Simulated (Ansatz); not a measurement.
# Migration of H in WC

These are results of Ansatz 0.2.0, DFT PBEsol, scalar-relativistic, plane waves, PAW, not measurements. Settings: 420 eV cutoff, 4×5×5 k-mesh, shifted by half a step, Gaussian smearing of 0.10 eV, no spin polarisation.

Host crystal, relaxed:

```yaml
crystal:
  lattice:
    - [2.89848, 0.00000, 0.00000]
    - [-1.44924, 2.51016, 0.00000]
    - [0.00000, 0.00000, 2.82776]
  atoms:
    - { symbol: W, position: [0.00000, 0.00000, 0.00000] }
    - { symbol: C, position: [0.66667, 0.33333, 0.50000] }
```

In a supercell of 16 host sites, interstitial H hops to an equivalent place, moving 2.25 Å between the relaxed ends. Climbing-image nudged elastic band at fixed cell with images 0 (start) to 6 (end), the path measured over all atoms, converged to 0.05 eV/Å; the order of the saddle wasn't checked, and the small cell leaves errors of about a tenth of an eV. Zero-point motion and tunnelling, which matter for H, are left out.

Supercell rows in host cell vectors: 0 0 -2; -2 -2 0; 0 2 0. H was set at (0.333, 0.667, 0.250) of the host cell.

At the relaxed start H has 3 W at 1.74 Å, 3 C at 2.04 Å.

Spin-orbit coupling is left out, which matters for the bands and energies of heavy elements.

Question: What barrier does the band give, and what surrounds the atom at the top?

Answer: 0.68 eV at image 3, where H has 3 C at 1.69 Å.

Cost: 1 run of about 10 core-minutes, on Intel Xeon 6975P-C (Granite Rapids) (shared hosts).